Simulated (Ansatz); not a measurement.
Reaction (hydrogen abstraction from the N–H bond): `[SiH3][NH][GeH3]` + `F[C](F)F`• → `[SiH3][N][GeH3]`• + trifluoromethane

Gas-phase electronic energies from Ansatz, PBE0-D4/def2-TZVP geometries. CBS: MP2 limit from def2 TZ/QZ plus the TZ coupled-cluster correction, frozen cores. This one scheme is used for every species. Functionals use def2-TZVPP. No spin–orbit coupling; open shells (•) take unrestricted orbitals. For Ge outer-core shells are correlated without core-valence functions, which leaves a few kJ/mol of doubt a bond. Scalar relativity is left out up to krypton.

```json
{"level": "PBE0-D4", "ΔE (kcal/mol)": "3.6"}
{"level": "B2PLYP", "ΔE (kcal/mol)": "3.3"}
```

Task: What does CCSD(T)/CBS give? (An estimate is asked.)

Result: Computed: +3.1 kcal/mol. The listed levels differ from it by 0.5, 0.2 kcal/mol.

Largest T1 diagnostic among the species: 0.016.

Leaving LDA and LC-ωPBE aside and taking each functional with its dispersion term where it has one, the values, not all of them listed here, spread over 5.1 kcal/mol, from B97M-V to PBE-QIDH. LDA lies +2.9 kcal/mol from PBE without D4. In def2-TZVPP, CCSD(T) changes the Hartree–Fock value by +4.3 kcal/mol (the triples alone add +0.6 kcal/mol) and MP2 by +9.5 kcal/mol.

CCSD(T)/CBS has its own doubt, a few kJ/mol and more with outer-core shells, so smaller differences from it don't rank the levels.
